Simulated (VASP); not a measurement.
Runs of VASP 6.6.1 on Hf. The structure is cubic, space group Fm-3m (No. 225). Conventional cell: a = 4.471 Å, b = 4.471 Å, c = 4.471 Å, α = 90.00°, β = 90.00°, γ = 90.00°. Hf (site symmetry m-3m) is surrounded by 12 Hf at 3.16 Å. This isn't the form of Hf at room conditions, which is hcp.

| task | level | potentials or basis | cell | k mesh | cutoff (eV) | mesh quality | gap on the mesh (eV) | pressure (GPa) | relaxed volume (Å³/atom) |
| --- | --- | --- | --- | --- | --- | --- | --- | --- | --- |
| relaxation of cell and atoms | PBEsol | VASP PAW PBE potentials, release 64 (Hf) | relaxed | 16 × 16 × 16 | 580 | not flagged | none | 0.0 | (b) |
| relaxation of cell and atoms | RPBE | VASP PAW PBE potentials, release 64 (Hf_pv) | relaxed | 16 × 16 × 16 | 600 | not flagged | none | 0.0 | 23.11 |
| relaxation of cell and atoms | PBEsol | VASP PAW PBE potentials, release 64 (Hf_pv) | relaxed | 16 × 16 × 16 | 600 | not flagged | none | 0.0 | 21.48 |
| relaxation of cell and atoms | PBEsol | VASP PAW PBE potentials, release 64 (Hf_pv) | relaxed | 16 × 16 × 16 | 300 | not flagged | none | 0.0 | 21.42 |
| relaxation of cell and atoms | PBEsol | VASP PAW PBE potentials, release 64 (Hf_pv) | relaxed | 6 × 6 × 6 | 600 | coarse | none | 0.0 | 21.46 |
| relaxation of cell and atoms | LDA | VASP PAW LDA potentials, release 64 (Hf_pv) | relaxed | 16 × 16 × 16 | 600 | not flagged | none | 0.0 | (a) |
| single point | PBEsol | VASP PAW PBE potentials, release 64 (Hf_pv) | as given | 16 × 16 × 16 | 520 | not flagged | none | -4.0 | - |

Alike in all rows: no spin polarisation; smearing gaussian 0.1 eV.

Q: Fill in the values left out.

A: (a) 20.73; (b) 21.39.

Caveats: some runs use coarse meshes; the PAW data sets were made with another functional, which shifts forces and pressure a little (some runs).

A k mesh can miss the band edges, and the runs leave out spin-orbit coupling on Hf.

A gap of «none» marks a metal or a gap under the smearing width.

The runs don't all hold the same shells in valence.

Runs at the PBE level aren't shown here.
